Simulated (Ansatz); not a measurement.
The system is Tl.

```
Tl
1.0
     0.00000    2.28955    2.28955
     2.28955    0.00000    2.28955
     2.28955    2.28955    0.00000
Tl
1
Cartesian
  0.0000 0.0000 0.0000
```

This isn't the form of Tl at room conditions, which is hcp.

The cell isn't the ideal one: volume scaled by 0.8.

```yaml
Program: Ansatz 0.2.0
Task: relaxation of cell and atoms
Functional: PBE-PBEsol
Potentials_or_basis: all-electron LAPW, scalar-relativistic
Basis_error_allowed: 0.002 eV/atom
k_mesh: 9 × 9 × 9
Occupations: gaussian, width 0.05 eV
Spin: collinear spin, ferromagnetic start
Starting_moments: "[0.5] μB"
```

At the start: volume 24.00 Å³/atom.

**Question.** How do energy, volume and symmetry change on relaxing?

**Answer.** Over 6 steps the energy falls by 289.6 meV/atom and the volume is 31.91 Å³/atom (+32.9 %); space group Fm-3m (No. 225, to 0.05 Å); moment 0.00 μB per cell.

Step by step:
```csv
step,energy change (eV),largest force (eV/Å),volume (Å³)
1,0.0000,0.0000,24.00
2,-0.2287,0.0000,27.69
3,-0.2798,0.0000,30.05
4,-0.2880,0.0000,32.73
5,-0.2896,0.0000,31.91
6,-0.2896,0.0000,31.91
```

Final structure:
```cif
data_structure
_symmetry_space_group_name_H-M 'P 1'
_symmetry_Int_Tables_number 1
_cell_length_a 3.5603
_cell_length_b 3.5603
_cell_length_c 3.5603
_cell_angle_alpha 60.000
_cell_angle_beta 60.000
_cell_angle_gamma 60.000
_cell_volume 31.91
loop_
_atom_site_label
_atom_site_type_symbol
_atom_site_fract_x
_atom_site_fract_y
_atom_site_fract_z
_atom_site_occupancy
Tl1 Tl 0.00000 0.00000 0.00000 1
```

Caveat: the starting moments weren't kept.
